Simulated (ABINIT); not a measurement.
Runs of ABINIT 10.8.3 (patched build) on Pd. Symmetry: Fm-3m, No. 225, cubic system. Conventional cell: a = 3.893 Å, b = 3.893 Å, c = 3.893 Å, α = 90.00°, β = 90.00°, γ = 90.00°. Pd (site symmetry m-3m) is surrounded by 12 Pd at 2.75 Å. 

```csv
task,level,potentials or basis,cutoff (eV),fine-grid cutoff,gap on the mesh (eV),pressure (GPa),V0 of scaled cells (Å³/atom),B0 (GPa)
band structure,AM05,JTH PAW PBE v2.0,626,1224.51 eV,none,-3.9,-,-
equation of state,OLYP,JTH PAW PBE v2.0,626,1224.51 eV,-,-,(b),(a)
band structure,AM05,PseudoDojo NC SR PBEsol v0.4.1 standard,1116,-,none,-3.8,-,-
equation of state,LDA-VWN,JTH PAW LDA v2.0,626,1224.51 eV,-,-,14.09,218
band structure,PW91,PseudoDojo NC SR PBE v0.4.1 standard,1116,-,none,7.0,-,-
```

Alike in all rows: no spin polarisation; cell as given; k mesh 12 × 12 × 12; smearing fermi-dirac 0.05 eV.

**Question.** Estimate the missing entries.

**Answer.** (a) 156; (b) 15.24.

Caveats: the PAW data sets were made with another functional, which shifts forces and pressure a little (some runs); pressures at fixed basis lie under the slope of the energies (some runs); the potentials were made for another functional, which shifts forces and pressure (some runs).

A k mesh can miss the band edges, and the runs leave out spin-orbit coupling on Pd.

A gap of «none» marks a metal or a gap under the smearing width.

Runs at the PBE level aren't shown here.
